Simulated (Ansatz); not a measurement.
Runs of Ansatz 0.2.0 on C. The structure is cubic, space group Fd-3m (No. 227). The conventional cell has a = 3.567 Å, b = 3.567 Å, c = 3.567 Å, α = 90.00°, β = 90.00°, γ = 90.00°. Around C (site symmetry -43m) lie 4 C at 1.54 Å. This isn't the form of C at room conditions, which is graphite.

```tsv
task	level	potentials or basis	spin	cell	k mesh	cutoff (eV)	smearing	driver	optimizer	fmax	steps	filter	mesh quality	gap on the mesh (eV)	pressure (GPa)	relaxed volume (Å³/atom)
phonons	HSE06	SSSP efficiency PAW	off	as given	4 × 4 × 4	612	fixed	-	-	-	-	-	coarse	(a)	-	-
relaxation of cell and atoms	rPW86-PBE+rVV10	PseudoDojo standard (PBE files)	off	relaxed	13 × 13 × 13	1116	fixed	-	-	-	-	-	not flagged	(b)	-	5.82
density of states	BLYP+D3(BJ)	SSSP precision PAW	collinear, antiferromagnetic start	as given	13 × 13 × 13	612	cold 0.15 eV	-	-	-	-	-	not flagged	4.47	1.4	-
single point	PBE	Ansatz PAW soft_1	off	as given	13 × 13 × 13	420	fermi-dirac 0.05 eV	-	-	-	-	-	not flagged	4.15	1.8	-
atomic charges	revPBE+D3(BJ)+ATM	JTH PAW	off	as given	13 × 13 × 13	780	gaussian 0.1 eV	-	-	-	-	-	not flagged	4.13	-4.4	-
atomic charges	PBE+D4	SSSP efficiency PAW	off	as given	13 × 13 × 13	612	fixed	-	-	-	-	-	not flagged	4.16	-3.0	-
relaxation of cell and atoms	revPBE+D3(BJ)	SPMS NC	off	relaxed	11 × 11 × 11	1034	methfessel-paxton 0.1 eV	calculator	BFGS	0.03	30	UnitCellFilter	not flagged	4.27	0.1	5.58
```

Question: Estimate the missing entries.

Answer: (a) 5.29; (b) 4.30.

Caveats: some runs use coarse meshes; odd divisions of the mesh miss points on the zone boundary, where band edges often lie, so the gap on the mesh can be too wide (some runs); the potentials were made for another functional, which shifts forces and pressure (some runs); the PAW data sets were made with another functional, which shifts forces and pressure a little (some runs); the rVV10 pressure on norm-conserving files is uncertain (some runs); the plane-wave basis is chosen anew once the cell has moved, so the energies of steps on either side of that aren't comparable (some runs).

A k mesh can miss the band edges.

Not every run made on this cell is shown here.
